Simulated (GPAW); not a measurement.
A run of GPAW 26.7.0 is set up as follows.

Contents of run.py:

```python
from ase import Atoms
from ase.eos import EquationOfState
from ase.io import Trajectory
from ase.units import GPa
from gpaw import GPAW, PW, setup_paths

setup_paths.insert(0, '.')

atoms = Atoms(['Ta', 'Ta'],
              cell=[[2.9003720726, 0.0, 0.0],
                    [-1.4501860363, 2.5117958953, 0.0],
                    [0.0, 0.0, 5.166274]],
              scaled_positions=[[0.3333333333, 0.6666666667, 0.25],
                                [0.6666666667, 0.3333333333, 0.75]],
              pbc=True)

traj = Trajectory('eos.traj', 'w')
volumes, energies = [], []
for x in [0.94, 0.96, 0.98, 1.0, 1.02, 1.04, 1.06]:
    a = atoms.copy()
    a.set_cell(atoms.cell * x**(1 / 3), scale_atoms=True)
    calc = GPAW(mode=PW(600),
                xc='PBEsol',
                kpts={'size': (11, 11, 5), 'gamma': True},
                occupations={'name': 'fermi-dirac', 'width': 0.05},
                nbands=26,
                convergence={'density': 1e-05, 'energy': 1e-05},
                maxiter=150,
                txt=f'eos-{x:.2f}.txt')
    a.calc = calc
    energies.append(a.get_potential_energy(force_consistent=True))
    volumes.append(a.get_volume())
    p = -a.get_stress()[:3].mean() / GPa
    calc.write(f'eos-{x:.2f}.gpw')
    traj.write(a)
    print(f'{x:.2f} {volumes[-1]:10.4f} A^3 {energies[-1]:14.6f} eV {p:9.3f} GPa', flush=True)

v0, e0, B = EquationOfState(volumes, energies, eos='birchmurnaghan').fit()
print(f'V0 = {v0:.4f} A^3, E0 = {e0:.6f} eV, B0 = {B / GPa:.2f} GPa')
```

Potentials or basis: PAW data sets generated in the run's folder for this functional, pw.

Command:

```bash
$ gpaw-setup -f PBEsol Ta
$ OMP_NUM_THREADS=1 python run.py
```

What does it give for the equilibrium volume?

18.12 Å³/atom.

Predict the pressure derivative of the bulk modulus.

3.9.

What does it give for the bulk modulus at fixed shape and positions?

203 GPa.

Energy against volume, from the lowest point:
```csv
volume (Å³/atom),energy (meV/atom)
17.689,6.68
18.066,0.00
18.442,3.37
18.819,15.82
19.195,36.46
19.571,64.52
19.948,99.26
```

Caveat: the cell was scaled at fixed shape and fractional positions, which overstates the stiffness of a crystal with free parameters, most of all of layers and chains. The run has no spin-orbit coupling, so splittings on Ta are missing.
